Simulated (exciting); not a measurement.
A run of exciting (release sodium):

File input.xml:

```xml
<input>
  <title>FeO</title>
  <structure speciespath="./" tshift="false">
    <crystal scale="1.88972612463">
      <basevect>-1.602103413000 1.602103413000 2.083392250000</basevect>
      <basevect>1.602103413000 -1.602103413000 2.083392250000</basevect>
      <basevect>1.602103413000 1.602103413000 -2.083392250000</basevect>
    </crystal>
    <species speciesfile="Fe.xml" rmt="2">
      <atom coord="0.000000000000 0.000000000000 0.000000000000" bfcmt="0 0 -8"/>
    </species>
    <species speciesfile="O.xml" rmt="1.45">
      <atom coord="0.500000000000 0.500000000000 0.000000000000" bfcmt="0 0 0"/>
    </species>
  </structure>
  <groundstate do="fromscratch" ngridk="6 6 6" rgkmax="6.5" gmaxvr="14" lmaxapw="12" lmaxmat="12" lmaxvr="12" xctype="LDA_PW" stype="Methfessel-Paxton 1" swidth="0.00367493" nempty="24" ValenceRelativity="iora*" epsengy="1e-05" epspot="1e-05" maxscl="90" outputlevel="normal">
    <spin reducebf="0.5"/>
  </groundstate>
  <properties>
    <chargedensityplot>
      <plot3d>
        <box grid="16 16 16">
          <origin coord="0 0 0"/>
          <point coord="1 0 0"/>
          <point coord="0 1 0"/>
          <point coord="0 0 1"/>
        </box>
      </plot3d>
    </chargedensityplot>
    <elfplot>
      <plot3d>
        <box grid="16 16 16">
          <origin coord="0 0 0"/>
          <point coord="1 0 0"/>
          <point coord="0 1 0"/>
          <point coord="0 0 1"/>
        </box>
      </plot3d>
    </elfplot>
    <exccplot>
      <plot3d>
        <box grid="16 16 16">
          <origin coord="0 0 0"/>
          <point coord="1 0 0"/>
          <point coord="0 1 0"/>
          <point coord="0 0 1"/>
        </box>
      </plot3d>
    </exccplot>
  </properties>
</input>
```

Potentials or basis: all-electron LAPW+lo, shipped species files, valence relativity iora*.

The run is started by

```sh
$ OMP_NUM_THREADS=1 exciting_smp
```

Hardware: 1 thread of AMD EPYC 7R13 Processor (Zen 3) (shared host).

Task: Estimate the wall time of this run.

Result: Wall time 3 min on 1 thread of AMD EPYC 7R13 Processor (Zen 3), with other jobs on the host, peak memory 0.38 GiB. Counts: scf iterations 20, plane waves 230.
